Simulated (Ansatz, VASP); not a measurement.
**TePb in VASP and in Ansatz**

File INCAR:

```
SYSTEM = TePb
ALGO     = Normal         ! electronic algorithm
EDIFF    = 1E-7           ! SCF threshold, eV
EDIFFG   = -0.02          ! ionic threshold
ENCUT    = 600            ! plane-wave cutoff, eV
GGA      = PS             ! functional
IBRION   = 2              ! ionic algorithm
ISIF     = 3              ! what is computed and relaxed
ISMEAR   = -1             ! smearing method
LASPH    = .TRUE.         ! aspherical terms in the spheres
LCHARG   = .FALSE.        ! write CHGCAR
LREAL    = .FALSE.        ! projectors in reciprocal space
LWAVE    = .FALSE.        ! write WAVECAR
NELM     = 60             ! most SCF steps
NSW      = 80             ! ionic steps
PREC     = Accurate       ! precision mode
SIGMA    = 0.05           ! smearing width, eV
```

Contents of KPOINTS:

```
k-points
0
G
  7 7 7
  0 0 0
```

The input POSCAR:

```
TePb
1.0
    4.0022870000      0.0000000000      0.0000000000
    0.0000000000      4.0022870000      0.0000000000
    0.0000000000      0.0000000000      4.0022870000
Pb Te
1 1
Direct
    0.0000000000      0.0000000000      0.0000000000
    0.5000000000      0.5000000000      0.5000000000
```

The input input.yaml:

```yaml
crystal:
  lattice:
    - [4.002287, 0.0, 0.0]
    - [0.0, 4.002287, 0.0]
    - [0.0, 0.0, 4.002287]
  atoms:
    - { symbol: Pb, position: [0.0, 0.0, 0.0] }
    - { symbol: Te, position: [0.5, 0.5, 0.5] }
kpoints:
  mp_grid: { grid: [7, 7, 7] }
scf:
  occupations: { method: fermi_dirac, width: 0.05 }
hamiltonian:
  xc: pbesol
  pseudopotentials: { kind: all_electron, lapw: { basis_error: 0.001 } }
output:
  forces: true
  stress: true
relax:
  f_tol: 0.02
  max_steps: 60
  cell: {}
```

Measurements of this composition are mostly on another form, of space group No. 225.

Alike in both runs: task relaxation of cell and atoms; functional PBEsol; k mesh 7 × 7 × 7; occupations fermi-dirac, width 0.05 eV; no spin polarisation.

|  | VASP | Ansatz |
| --- | --- | --- |
| version | VASP 6.6.1 | Ansatz 0.2.0 |
| potentials or method | VASP PAW PBE potentials, release 64 (Pb_d, Te) | all-electron LAPW, scalar-relativistic |
| plane-wave cutoff (eV) | 600 | see its input |

Ansatz gave:

| Quantity | Value |
| --- | --- |
| relaxed volume (Å³/atom) | 29.99 |
| relaxed cell length with the largest relative difference (Å) | 3.914 |
| energy change over the relaxation (meV/atom) | -18 |

What did VASP give for the same quantities?

Relaxed volume (Å³/atom): 29.99; relaxed cell length with the largest relative difference (Å): 3.915; energy change over the relaxation (meV/atom): -18.

Ansatz ran all-electron here, so the differences hold the error of VASP's frozen core and of both bases.

Caveats: the PAW data sets were made with another functional, which shifts forces and pressure a little (VASP). Spin-orbit coupling is left out, which matters for the levels of Pb, Te.
